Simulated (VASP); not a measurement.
# TaS2 in VASP: a series of runs, part 2 of 2

VASP 6.6.1. The steps go on from the part before.

### 3 Single point, PBE+D3(BJ)

This run uses another cell than the first one, of 102.91 Å³/atom, 0.991 times its volume.

INCAR

```
PREC     = Accurate       # precision mode
ENCUT    = 520            # plane-wave cutoff, eV
EDIFF    = 1E-6           # SCF threshold, eV
ISMEAR   = 0              # smearing method
SIGMA    = 0.1            # smearing width, eV
LREAL    = F              # projectors in reciprocal space
LASPH    = T              # aspherical terms in the spheres
NELM     = 100            # most SCF steps
ALGO     = Fast           # electronic algorithm
ISIF     = 2              # what is computed and relaxed
LWAVE    = F              # write WAVECAR
LCHARG   = F              # write CHGCAR
LDIPOL   = T            
IDIPOL   = 3            
DIPOL    = 0.5 0.5 0.500
GGA      = PE             # functional
IVDW     = 12             # dispersion correction
NBANDS   = 18             # bands
```

KPOINTS

```
regular mesh
0
Gamma
  15 15 1
```

POSCAR

```
TaS2
1.0
    3.3283269950      0.0000000000      0.0000000000
   -1.6641634975      2.8824157298      0.0000000000
    0.0000000000      0.0000000000     32.1803051422
S Ta
2 1
Direct
    0.6666666667      0.3333333333      0.4519868976
    0.3333333333      0.6666666667      0.5480131024
    0.0000000000      0.0000000000      0.5000000000
```

Potentials or basis: VASP PAW PBE potentials, release 64 (S, Ta_pv).

The run is started by

```sh
$ cat potpaw_PBE.64/S/POTCAR potpaw_PBE.64/Ta_pv/POTCAR > POTCAR
$ mpirun -np 1 vasp_std > vasp.out
```

OUTCAR:

```text
PREC = Accurate
   ENCUT = 520
   EDIFF = 1E-6
   ISMEAR = 0
   LREAL = F
   LASPH = T
   NELM = 100
   ISIF = 2
   GGA = PE
   IVDW = 12
 IVDW          = 12

 ion  position               nearest neighbor table
   1  0.667  0.333  0.452-   3 2.47   3 2.47   3 2.47
   2  0.333  0.667  0.548-   3 2.47   3 2.47   3 2.47
   3  0.000  0.000  0.500-   1 2.47   2 2.47   1 2.47   2 2.47   1 2.47   2 2.47

  LATTYP: Found a hexagonal cell.
 ALAT       =     3.3283269950
 C/A-ratio  =     9.6686128468

  Lattice vectors:

 A1 = (   3.3283269950,   0.0000000000,   0.0000000000)
 A2 = (  -1.6641634975,   2.8824157298,   0.0000000000)
 A3 = (   0.0000000000,   0.0000000000,  32.1803051422)

Analysis of symmetry for initial positions (statically):
=====================================================================
 Subroutine PRICEL returns:
 Original cell was already a primitive cell.

 Routine SETGRP: Setting up the symmetry group for a
 hexagonal supercell.

 Subroutine GETGRP returns: Found 12 space group operations
 (whereof 12 operations were pure point group operations)
 out of a pool of 24 trial point group operations.

[... 175 lines left out ...]
 fundamental gap:      0.1156969395
 Fermi energy:        -3.0839277672

 k-point     1 :       0.0000    0.0000    0.0000
  band No.  band energies     occupation
      1     -38.3629      2.00000
      2     -38.3269      2.00000
      3     -38.3269      2.00000
      4     -17.8386      2.00000
      5     -16.3627      2.00000
      6      -9.3871      2.00000
[... 481 lines left out ...]
      5     -15.6856      2.00000
      6      -9.3019      2.00000
[... 10 lines left out ...]
     17       3.5259      0.00000
     18       3.6537      0.00000

 [... further k-points ...]

------------------------ aborting loop because EDIFF is reached ----------------------------------------

 vacuum level on the upper side and lower side of the slab       (xc-potential included)        -0.021        -0.021

 Edisp (eV)   -0.86343

 E8    (eV) :    -0.3945

  FORCE on cell =-STRESS in cart. coord.  units (eV):
  Direction    XX          YY          ZZ          XY          YZ          ZX
  --------------------------------------------------------------------------------------
  -------------------------------------------------------------------------------------
  Total       0.42164     0.42164     0.17432     0.00000     0.00000     0.00000
  in kB       2.18817     2.18817     0.90465     0.00000     0.00000     0.00000
  external pressure =        1.76 kB  Pullay stress =        0.00 kB

 VOLUME and BASIS-vectors are now :
 -----------------------------------------------------------------------------
  energy-cutoff  :      520.00
  volume of cell :      308.73
      direct lattice vectors                 reciprocal lattice vectors
     3.328326995  0.000000000  0.000000000     0.300451248  0.173465609  0.000000000
    -1.664163497  2.882415730  0.000000000     0.000000000  0.346931218  0.000000000
     0.000000000  0.000000000 32.180305142     0.000000000  0.000000000  0.031074907

 POSITION                                       TOTAL-FORCE (eV/Angst)
 -----------------------------------------------------------------------------------
      1.66416      0.96081     14.54508         0.000000      0.000000     -0.064081
     -0.00000      1.92161     17.63523        -0.000000      0.000000      0.064081
      0.00000      0.00000     16.09015         0.000000     -0.000000      0.000000
 -----------------------------------------------------------------------------------
    total drift:                               -0.000000      0.000000     -0.000000

  FREE ENERGIE OF THE ION-ELECTRON SYSTEM (eV)
  ---------------------------------------------------
  free  energy   TOTEN  =       -24.0009778560 eV

  energy  without entropy=      -23.9941278747  energy(sigma->0) =      -23.99755287

 vacuum level on the upper side and lower side of the slab         1.966         1.966
```

OSZICAR:

```text
N       E                     dE             d eps       ncg     rms          rms(c)
DAV:   1     0.135423259554E+03    0.13542E+03   -0.97351E+03  1252   0.897E+02
DAV:   2    -0.845902042753E+01   -0.14388E+03   -0.13863E+03  1316   0.183E+02
DAV:   3    -0.244972662537E+02   -0.16038E+02   -0.15963E+02  1328   0.610E+01
[... 14 lines left out ...]
RMM:  18    -0.231375124385E+02   -0.15945E-04   -0.15600E-06   929   0.668E-03    0.322E-03
RMM:  19    -0.231375371512E+02   -0.24713E-04   -0.20376E-06   982   0.590E-03    0.973E-04
RMM:  20    -0.231375457740E+02   -0.86228E-05   -0.35045E-07   827   0.281E-03    0.111E-03
RMM:  21    -0.231375518221E+02   -0.60482E-05   -0.25122E-07   688   0.178E-03    0.101E-03
RMM:  22    -0.231375523176E+02   -0.49541E-06   -0.27968E-08   482   0.127E-03
   1 F= -.24000978E+02 E0= -.23997553E+02  d E =-.684998E-02
```

stdout:

```text
POSCAR found type information on POSCAR S Ta
 POSCAR found :  2 types and       3 ions
 scaLAPACK will be used
 LDA part: xc-table for (Slater+PW92), standard interpolation
 POSCAR, INCAR and KPOINTS ok, starting setup
 FFT: planning ... GRIDC
 FFT: planning ... GRID_SOFT
 FFT: planning ... GRID
 WAVECAR not read
 entering main loop
```

Run time: 5 min. Hardware: 1 thread of Intel Xeon Platinum 8488C (Sapphire Rapids), shared host; peak memory 0.52 GiB.

Results:

| Item | Value |
| --- | --- |
| Free energy | -24.0010 eV |
| Largest force | 0.064 eV/Å |
| Band gap on the k mesh | none (metal or under the smearing width) |
| Dispersion energy per atom | -0.288 eV |

Forces in eV/Å, atoms in the order of the input:
```
S    0.000  0.000 -0.064
S    0.000  0.000  0.064
Ta   0.000  0.000  0.000
```

Levels at points of the mesh, in eV from the Fermi level:
```
           k point  band 7  band 8  band 9  band 10  band 11  band 12  band 13  band 14  band 15  band 16
(0.00, 0.00, 0.00)   -3.73   -3.73   -2.67    -0.62    -0.62     0.20     0.20     0.33     4.06     4.06
```

### 4 Single point, PBE+D3(BJ)

This run uses another cell than the first one, of 102.91 Å³/atom, 0.991 times its volume.

INCAR

```
  ALGO = Normal
  DIPOL = 0.5 0.5 0.500
  EDIFF = 1E-7
  ENCUT = 520
  GGA = PE
  IDIPOL = 3
  ISIF = 2
  ISMEAR = 0
  IVDW = 12
  LASPH = True
  LCHARG = False
  LDIPOL = True
  LREAL = False
  LWAVE = False
  NBANDS = 18
  NELM = 100
  PREC = Accurate
  SIGMA = 0.1
```

KPOINTS

```
k-points
0
Gamma
  6 6 1
```

POSCAR is that of step 3.

The run is started by

```sh
$ cat potpaw_PBE.64/S/POTCAR potpaw_PBE.64/Ta_pv/POTCAR > POTCAR
$ mpirun -np 1 vasp_std > vasp.out
```

Run time: 95 s. Hardware: 1 thread of Intel Xeon Platinum 8488C (Sapphire Rapids), shared host; peak memory 0.46 GiB.

Results (log left out):

- Free energy: -23.9554 eV
- Largest force: 0.015 eV/Å
- Band gap on the k mesh: none (metal or under the smearing width)
- Dispersion energy per atom: -0.288 eV

Forces in eV/Å, atoms in the order of the input:
```
S    0.000  0.000 -0.015
S    0.000  0.000  0.015
Ta   0.000  0.000  0.000
```

Levels at points of the mesh, in eV from the Fermi level:
```
           k point  band 8  band 9  band 10  band 11  band 12  band 13  band 14  band 15
(0.00, 0.00, 0.00)   -3.86   -2.81    -0.75    -0.75     0.08     0.08     0.22     3.94
(0.50, 0.00, 0.00)   -4.51   -3.93    -2.96    -1.99    -1.27     2.54     3.14     4.51
```

Caveat: the k mesh is coarse (spacing up to 0.36 Å⁻¹), so the values aren't converged. The run has no spin-orbit coupling, so splittings on Ta are missing.

### 5 The runs side by side

| cell | k mesh | mesh quality | gap on the mesh (eV) | largest force (eV/Å) |
| --- | --- | --- | --- | --- |
| P-3m1, 103.85 Å³/atom | 15 × 15 × 1 | not flagged | none | - |
| P-3m1, 102.91 Å³/atom | 15 × 15 × 1 | not flagged | none | 0.06 |
| P-3m1, 102.91 Å³/atom | 6 × 6 × 1 | coarse | none | 0.01 |

Alike in all rows: task single point; level PBE+D3(BJ); potentials or basis VASP PAW PBE potentials, release 64 (S, Ta_pv); no spin polarisation; cutoff (eV) 520; smearing gaussian 0.1 eV.

Caveats: some runs use coarse meshes.

Total energies depend on the potentials used, so only differences within one code and one set of settings carry meaning.
